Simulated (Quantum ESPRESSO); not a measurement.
# Ti (P6_3/mmc) in Quantum ESPRESSO: notebook

The runs below take Ti through phonons, with LDA.

All numbers are computed with Quantum ESPRESSO 7.5; they aren't measurements. Logs are shortened: lines on timing, memory, paths and dates and some standing lists are left out, and cuts for length are marked.

## 1. Starting point

The structure is hexagonal, space group P6_3/mmc (No. 194). Conventional cell: a = 2.950 Å, b = 2.950 Å, c = 4.680 Å, α = 90.00°, β = 90.00°, γ = 120.00°. Around Ti (site symmetry -6m2) lie 12 Ti at 2.89 to 2.95 Å.

## 2. Phonons, LDA

Input file pw.in:

```
&CONTROL
  calculation = 'scf'
  prefix = 'pwscf'
  outdir = './tmp'
  pseudo_dir = './pseudo'
  tprnfor = .true.
  tstress = .true.
  disk_io = 'low'
/
&SYSTEM
  ibrav = 0
  celldm(1) = 8
  nat = 2
  ntyp = 1
  ecutwfc = 84
  nbnd = 19
  occupations = 'smearing'
  smearing = 'mv'
  degauss = 0.01469973
/
&ELECTRONS
  conv_thr = 4d-10
  electron_maxstep = 120
  mixing_beta = 0.5
/
ATOMIC_SPECIES
Ti    47.8670 Ti.upf
CELL_PARAMETERS alat
  0.6968365084558   0.0000000000000   0.0000000000000
 -0.3484182542279   0.6034781186156   0.0000000000000
  0.0000000000000   0.0000000000000   1.1054897829061
ATOMIC_POSITIONS crystal
Ti     0.6666666667    0.3333333333    0.7500000000
Ti     0.3333333333    0.6666666667    0.2500000000
K_POINTS automatic
8 8 5 0 0 0
```

Input file relax.in:

```
&CONTROL
  calculation = 'vc-relax'
  prefix = 'pwscf'
  outdir = './tmp'
  pseudo_dir = './pseudo'
  tprnfor = .true.
  tstress = .true.
  disk_io = 'low'
  nstep = 40
  forc_conv_thr = 0.0001
  etot_conv_thr = 1d-06
/
&SYSTEM
  ibrav = 0
  celldm(1) = 8
  nat = 2
  ntyp = 1
  ecutwfc = 84
  nbnd = 19
  occupations = 'smearing'
  smearing = 'mv'
  degauss = 0.01469973
/
&ELECTRONS
  conv_thr = 4d-10
  electron_maxstep = 120
  mixing_beta = 0.5
/
&IONS
  ion_dynamics = 'bfgs'
/
&CELL
  cell_dynamics = 'bfgs'
  press = 0
  press_conv_thr = 0.2
/
ATOMIC_SPECIES
Ti    47.8670 Ti.upf
CELL_PARAMETERS alat
  0.6968365084558   0.0000000000000   0.0000000000000
 -0.3484182542279   0.6034781186156   0.0000000000000
  0.0000000000000   0.0000000000000   1.1054897829061
ATOMIC_POSITIONS crystal
Ti     0.6666666667    0.3333333333    0.7500000000
Ti     0.3333333333    0.6666666667    0.2500000000
K_POINTS automatic
8 8 5 0 0 0
```

Input file scf2.in:

```
&CONTROL
  calculation = 'scf'
  prefix = 'pwscf'
  outdir = './tmp'
  pseudo_dir = './pseudo'
  tprnfor = .true.
  tstress = .true.
  disk_io = 'low'
/
&SYSTEM
  ibrav = 0
  celldm(1) = 8
  nat = 2
  ntyp = 1
  ecutwfc = 84
  nbnd = 19
  occupations = 'smearing'
  smearing = 'mv'
  degauss = 0.01469973
/
&ELECTRONS
  conv_thr = 1d-13
  electron_maxstep = 120
  mixing_beta = 0.5
  startingpot = 'file'
  startingwfc = 'file'
/
ATOMIC_SPECIES
Ti    47.8670 Ti.upf
CELL_PARAMETERS alat
  0.6765128048445  -0.0000000000000   0.0000000000000
 -0.3382564024222   0.5858772749808   0.0000000000000
  0.0000000000000   0.0000000000000   1.0718825952833
ATOMIC_POSITIONS crystal
Ti     0.6666666666    0.3333333332    0.7500000000
Ti     0.3333333332    0.6666666666    0.2500000000
K_POINTS automatic
8 8 5 0 0 0
```

Input file ph.in:

```
phonons of Ti
&INPUTPH
  prefix = 'pwscf'
  outdir = './tmp'
  tr2_ph = 1d-18
  fildyn = 'dyn'
  niter_ph = 90
  alpha_mix(1) = 0.4
/
0.0000000000 0.0000000000 0.0000000000
```

Input file dynmat.in:

```
&INPUT
  fildyn = 'dyn'
  asr = 'crystal'
  filout = 'dynmat.disp'
  fileig = 'dynmat.eig'
/
```

Potentials or basis: PseudoDojo 0.4.1 SR LDA standard.

Run with:

```
OMP_NUM_THREADS=1 mpirun -n 4 pw.x -nk 4 -in pw.in > pw.out
OMP_NUM_THREADS=1 mpirun -n 4 pw.x -nk 4 -in relax.in > relax.out
OMP_NUM_THREADS=1 mpirun -n 4 pw.x -nk 4 -in scf2.in > scf2.out
OMP_NUM_THREADS=1 mpirun -n 4 ph.x -nk 4 -in ph.in > ph.out
OMP_NUM_THREADS=1 mpirun -n 1 dynmat.x -in dynmat.in > dynmat.out
```

pw.out:

```text
This program is part of the open-source Quantum ESPRESSO suite
     for quantum simulation of materials; please cite
[... 6 lines left out ...]
     using ibrav=0 with symmetry is DISCOURAGED, use correct ibrav instead

     K-points division:     npool     =       4
     Subspace diagonalization in iterative solution of the eigenvalue problem:
     a serial algorithm will be used

     G-vector sticks info
     --------------------
     sticks:   dense  smooth     PW     G-vecs:    dense   smooth      PW
     Sum         721     721    211                24711    24711    3981

     Using Slab Decomposition

     bravais-lattice index     =            0
     lattice parameter (alat)  =       8.0000  a.u.
     unit-cell volume          =     238.0220 (a.u.)^3
     number of atoms/cell      =            2
     number of atomic types    =            1
     number of electrons       =        24.00
     number of Kohn-Sham states=           19
     kinetic-energy cutoff     =      84.0000  Ry
     charge density cutoff     =     336.0000  Ry
     scf convergence threshold =      4.0E-10
     mixing beta               =       0.5000
     number of iterations used =            8  plain     mixing
     Exchange-correlation= SLA  PW   NOGX NOGC
                           (   1   4   0   0   0   0   0)

     celldm(1)=   8.000000  celldm(2)=   0.000000  celldm(3)=   0.000000
     celldm(4)=   0.000000  celldm(5)=   0.000000  celldm(6)=   0.000000

     crystal axes: (cart. coord. in units of alat)
               a(1) = (   0.696837   0.000000   0.000000 )
               a(2) = (  -0.348418   0.603478   0.000000 )
               a(3) = (   0.000000   0.000000   1.105490 )

     reciprocal axes: (cart. coord. in units 2 pi/alat)
               b(1) = (  1.435057  0.828530 -0.000000 )
               b(2) = (  0.000000  1.657061  0.000000 )
               b(3) = (  0.000000 -0.000000  0.904576 )

     PseudoPot. # 1 for Ti read from file:
     Ti.upf
     Pseudo is Norm-conserving + core correction, Zval = 12.0
     Generated using ONCVPSP code by D. R. Hamann
     Using radial grid of 1568 points,  6 beta functions with:
                l(1) =   0
                l(2) =   0
                l(3) =   1
                l(4) =   1
                l(5) =   2
                l(6) =   2

     atomic species   valence    mass     pseudopotential
     Ti               12.00    47.86700     Ti( 1.00)

     24 Sym. Ops., with inversion, found (12 have fractional translation)

   Cartesian axes

     site n.     atom                  positions (alat units)
         1        Ti     tau(   1) = (   0.3484183   0.2011594   0.8291173  )
         2        Ti     tau(   2) = (  -0.0000000   0.4023187   0.2763724  )

     number of k points=    30  Marzari-Vanderbilt smearing, width (Ry)=  0.0147
                       cart. coord. in units 2pi/alat
        k(    1) = (   0.0000000   0.0000000   0.0000000), wk =   0.0062500
        k(    2) = (   0.0000000   0.0000000   0.1809153), wk =   0.0125000
        k(    3) = (   0.0000000   0.0000000   0.3618306), wk =   0.0125000
        k(    4) = (   0.0000000   0.2071326   0.0000000), wk =   0.0375000
        k(    5) = (   0.0000000   0.2071326   0.1809153), wk =   0.0750000
        k(    6) = (   0.0000000   0.2071326   0.3618306), wk =   0.0750000
[... 22 lines left out ...]
        k(   29) = (   0.3587642   0.8285305   0.1809153), wk =   0.0750000
        k(   30) = (   0.3587642   0.8285305   0.3618306), wk =   0.0750000

     Dense  grid:    24711 G-vectors     FFT dimensions: (  36,  36,  54)

     Initial potential from superposition of free atoms

     starting charge      23.9973, renormalised to      24.0000
     Starting wfcs are   20 randomized atomic wfcs

     Self-consistent Calculation

     iteration #  1     ecut=    84.00 Ry     beta= 0.50
     Davidson diagonalization with overlap
     ethr =  1.00E-02,  avg # of iterations =  3.1

     Threshold (ethr) on eigenvalues was too large:
     Diagonalizing with lowered threshold

     Davidson diagonalization with overlap
     ethr =  1.82E-04,  avg # of iterations =  3.9

     total energy              =    -237.35636000 Ry
     estimated scf accuracy    <       0.07793560 Ry

     iteration #  2     ecut=    84.00 Ry     beta= 0.50
     Davidson diagonalization with overlap
     ethr =  3.25E-04,  avg # of iterations =  2.2

     total energy              =    -237.37463377 Ry
     estimated scf accuracy    <       0.00274960 Ry

     iteration #  3     ecut=    84.00 Ry     beta= 0.50
     Davidson diagonalization with overlap
     ethr =  1.15E-05,  avg # of iterations =  3.4

     total energy              =    -237.37489403 Ry
     estimated scf accuracy    <       0.00048757 Ry

     iteration #  4     ecut=    84.00 Ry     beta= 0.50
     Davidson diagonalization with overlap
     ethr =  2.03E-06,  avg # of iterations =  3.6

     total energy              =    -237.37495648 Ry
     estimated scf accuracy    <       0.00012556 Ry

     iteration #  5     ecut=    84.00 Ry     beta= 0.50
     Davidson diagonalization with overlap
     ethr =  5.23E-07,  avg # of iterations =  2.6
[... 15 lines left out ...]
     total energy              =    -237.37499850 Ry
     estimated scf accuracy    <          5.5E-09 Ry

     iteration #  8     ecut=    84.00 Ry     beta= 0.50
     Davidson diagonalization with overlap
     ethr =  2.30E-11,  avg # of iterations =  5.1

     total energy              =    -237.37499851 Ry
     estimated scf accuracy    <       0.00000003 Ry

     iteration #  9     ecut=    84.00 Ry     beta= 0.50
     Davidson diagonalization with overlap
     ethr =  2.30E-11,  avg # of iterations =  3.6

     total energy              =    -237.37499851 Ry
     estimated scf accuracy    <          1.1E-09 Ry

     iteration # 10     ecut=    84.00 Ry     beta= 0.50
     Davidson diagonalization with overlap
     ethr =  4.38E-12,  avg # of iterations =  2.9

     End of self-consistent calculation

          k = 0.0000 0.0000 0.0000 (  3067 PWs)   bands (ev):

   -43.4165 -43.2811 -20.3269 -19.6848 -19.6848 -19.6312 -19.5858 -19.5858
     6.7664  10.2142  13.6064  13.6064  13.6631  13.7075  14.0930  14.0930
    14.4250  14.4250  15.9375

          k = 0.0000 0.0000 0.1809 (  3074 PWs)   bands (ev):

   -43.4037 -43.2942 -20.2628 -19.7002 -19.6754 -19.6754 -19.5953 -19.5953
     7.0958  10.0206  13.1853  13.4868  13.4868  13.5327  13.9276  13.9276
    14.7527  14.7527  15.9414

          k = 0.0000 0.0000 0.3618 (  3110 PWs)   bands (ev):

   -43.3701 -43.3283 -20.0928 -19.8780 -19.6507 -19.6507 -19.6201 -19.6201
     8.0040   9.1925  12.8425  13.1260  13.4456  13.4456  13.6258  13.6258
    15.3301  15.3301  15.7798

          k = 0.0000 0.2071 0.0000 (  3076 PWs)   bands (ev):

   -43.4016 -43.2753 -20.2938 -19.7522 -19.7070 -19.6554 -19.6455 -19.5950
     7.1939  10.5426  12.9558  13.0675  13.8649  13.9084  14.1335  14.2061
    14.2169  14.3608  16.0486

          k = 0.0000 0.2071 0.1809 (  3078 PWs)   bands (ev):

   -43.3896 -43.2875 -20.2381 -19.7457 -19.7321 -19.6963 -19.6348 -19.6057
     7.5082  10.3700  12.5858  13.1009  13.5730  13.7100  13.9129  14.1570
    14.6653  14.7334  16.0132
[... 21 lines left out ...]
   -43.3290 -43.2979 -20.1095 -19.9994 -19.7983 -19.7232 -19.7103 -19.6676
     9.2995  10.2634  12.0762  12.5638  13.0958  13.4799  14.0617  14.4268
    15.3670  15.5963  15.8123

          k = 0.0000 0.6214 0.0000 (  3112 PWs)   bands (ev):

   -43.3210 -43.2550 -20.0922 -20.0830 -19.9700 -19.8061 -19.7556 -19.6459
     9.7602  11.0580  11.2762  12.2625  13.4323  13.5700  13.7650  15.7077
    15.8721  15.9107  16.3170

          k = 0.0000 0.6214 0.1809 (  3106 PWs)   bands (ev):

   -43.3147 -43.2613 -20.1709 -20.0392 -19.9502 -19.7910 -19.7394 -19.6614
     9.8224  10.9496  11.4790  12.2289  13.5165  13.6191  13.8748  15.6093
    15.7632  15.8201  16.2332

          k = 0.0000 0.6214 0.3618 (  3090 PWs)   bands (ev):

   -43.2982 -43.2778 -20.1855 -20.1300 -19.8301 -19.7522 -19.7512 -19.7017
    10.0755  10.5315  11.9105  12.2796  13.5012  13.8521  14.1452  14.8930
    15.8999  15.9951  16.0752

          k = 0.0000-0.8285 0.0000 (  3086 PWs)   bands (ev):

   -43.2995 -43.2554 -20.1520 -20.0316 -20.0261 -19.8256 -19.8026 -19.6572
    10.5559  10.7422  11.0396  12.2865  13.3019  13.4517  13.9986  16.1470
    16.3457  16.3746  17.1683

          k = 0.0000-0.8285 0.1809 (  3096 PWs)   bands (ev):

   -43.2952 -43.2596 -20.2058 -20.0934 -19.9385 -19.8097 -19.7726 -19.6735
    10.2802  10.7627  11.6201  11.9018  13.5141  13.8414  14.0458  15.8771
    16.2175  16.3573  16.7672

          k = 0.0000-0.8285 0.3618 (  3110 PWs)   bands (ev):

   -43.2842 -43.2706 -20.2322 -20.1870 -19.8244 -19.7679 -19.7633 -19.7159
    10.2406  10.5279  11.8920  12.1300  13.8759  14.1172  14.4791  14.9952
    16.2537  16.3111  16.3228

          k = 0.1794 0.3107 0.0000 (  3086 PWs)   bands (ev):

   -43.3751 -43.2662 -20.2327 -19.8456 -19.8101 -19.7118 -19.6744 -19.6267
     7.9910  11.0624  12.2295  12.5126  13.6269  13.6804  14.1702  14.4024
    14.5206  14.9655  16.1339

          k = 0.1794 0.3107 0.1809 (  3090 PWs)   bands (ev):

   -43.3648 -43.2767 -20.1962 -19.8445 -19.8225 -19.7398 -19.6617 -19.6389
     8.2691  10.9422  11.9800  12.5991  13.4233  13.7103  13.9401  14.4574
    14.8461  15.0155  16.0685

          k = 0.1794 0.3107 0.3618 (  3080 PWs)   bands (ev):

   -43.3377 -43.3041 -20.0965 -19.9626 -19.7674 -19.7330 -19.6793 -19.6682
     9.0432  10.1079  12.1664  12.6738  13.0658  13.4220  13.9991  14.2419
    15.3283  15.5410  15.7935

          k = 0.1794 0.5178 0.0000 (  3095 PWs)   bands (ev):

   -43.3344 -43.2564 -20.1299 -19.9986 -19.9326 -19.7905 -19.7314 -19.6702
     9.3333  11.4065  11.5336  12.0658  13.2815  13.6031  13.8337  14.9809
    15.4903  15.9415  16.2050

          k = 0.1794 0.5178 0.1809 (  3095 PWs)   bands (ev):
[... 43 lines left out ...]
   -43.2844 -43.2705 -20.1545 -20.1271 -19.8991 -19.8578 -19.7477 -19.7113
    10.8183  11.0188  12.0622  12.3819  12.7066  12.9183  14.1030  14.6888
    15.8849  16.3610  17.4009

          k = 0.3588 0.8285 0.0000 (  3084 PWs)   bands (ev):

   -43.2792 -43.2609 -20.0822 -19.9669 -19.9542 -19.9380 -19.8609 -19.8019
    11.1810  11.2651  11.4360  11.7466  13.0219  13.1922  14.2331  15.7713
    16.0509  16.0984  18.1658

          k = 0.3588 0.8285 0.1809 (  3092 PWs)   bands (ev):

   -43.2774 -43.2626 -20.1127 -20.0481 -19.9969 -19.8431 -19.8309 -19.7703
    11.0543  11.5103  11.6301  11.7264  12.9335  13.0800  14.2278  15.5847
    15.8001  16.1199  18.4012

          k = 0.3588 0.8285 0.3618 (  3101 PWs)   bands (ev):

   -43.2728 -43.2671 -20.1544 -20.1329 -19.9563 -19.8926 -19.7418 -19.7206
    11.1243  11.3513  12.0187  12.1413  12.6591  12.8131  14.3472  14.7943
    15.9168  16.0916  18.7319

     the Fermi energy is    12.8435 ev

!    total energy              =    -237.37499851 Ry
     estimated scf accuracy    <          6.8E-12 Ry
     smearing contrib. (-TS)   =       0.00030422 Ry
     internal energy E=F+TS    =    -237.37530273 Ry

     The total energy is F=E-TS. E is the sum of the following terms:
     one-electron contribution =     -82.64872226 Ry
     hartree contribution      =      48.81469153 Ry
     xc contribution           =     -34.45919402 Ry
     ewald contribution        =    -169.08207799 Ry

     convergence has been achieved in  10 iterations

     Forces acting on atoms (cartesian axes, Ry/au):

     atom    1 type  1   force =     0.00000000    0.00000000    0.00000000
     atom    2 type  1   force =     0.00000000   -0.00000000    0.00000000

     Total force =     0.000000     Total SCF correction =     0.000000

     Computing stress (Cartesian axis) and pressure

          total   stress  (Ry/bohr**3)                   (kbar)     P=      -98.07
  -0.00064864  -0.00000000   0.00000000          -95.42       -0.00        0.00
  -0.00000000  -0.00064864  -0.00000000           -0.00      -95.42       -0.00
   0.00000000  -0.00000000  -0.00070275            0.00       -0.00     -103.38

=------------------------------------------------------------------------------=
   JOB DONE.
=------------------------------------------------------------------------------=
```

It took 2.7 min on 4 MPI ranks of Arm Neoverse V1, shared host; peak memory 0.28 GiB.

Results:

```yaml
Free_energy: -3229.7510 eV
Relaxed_volume: 16.12 Å³/atom
Relaxed_cell: a = 2.864 Å, b = 2.864 Å, c = 4.538 Å, α = 90.00°, β = 90.00°, γ = 120.00°
Space_group_after_relaxing_to_0.05_Å: P6_3/mmc (No. 194)
Pressure_after_relaxing: 0.0 GPa
Band_gap_on_the_k_mesh: none (metal or under the smearing width)
Highest_phonon_frequency_at_Γ: 202 cm⁻¹
```

The path:
```csv
step,energy change (eV),largest force (eV/Å),pressure (GPa),volume (Å³)
1,0.0000,0.0000,-9.81,35.27
2,-0.0799,0.0000,-4.72,33.54
3,-0.0994,0.0000,0.67,32.07
4,-0.0997,0.0000,-0.04,32.25
5,-0.0997,0.0000,0.00,32.24
6,-0.0997,0.0000,0.01,32.23
7,-0.0997,0.0000,0.01,32.23
```

Final structure:
```xyz
2
Lattice="2.8640 0.0000 0.0000 -1.4320 2.4803 0.0000 0.0000 0.0000 4.5377" Properties=species:S:1:pos:R:3 pbc="T T T"
Ti    1.4320    0.8268    3.4033
Ti    0.0000    1.6535    1.1344
```

Levels at points of the mesh, in eV from the Fermi level:
| k point | band 10 | band 11 | band 12 | band 13 | band 14 | band 15 |
| --- | --- | --- | --- | --- | --- | --- |
| (0.00, 0.00, 0.00) | -2.87 | 0.79 | 0.79 | 0.92 | 1.08 | 1.35 |
| (0.00, -0.50, 0.00) | -2.40 | -2.06 | -0.47 | 0.45 | 0.68 | 1.28 |

Phonon frequencies in cm⁻¹ (negative: imaginary):
```csv
q point,frequencies
"(0.000, 0.000, 0.000)",-1 -1 1 111 111 202
```

Optical modes at Γ, degenerate ones joined:
```csv
cm⁻¹,components,symmetry,active in
111,2,E2g,Raman
202,1,B1g,silent
```

Caveat: the mesh is thin for the phonons of a metal.

[end of part 1 of 2]
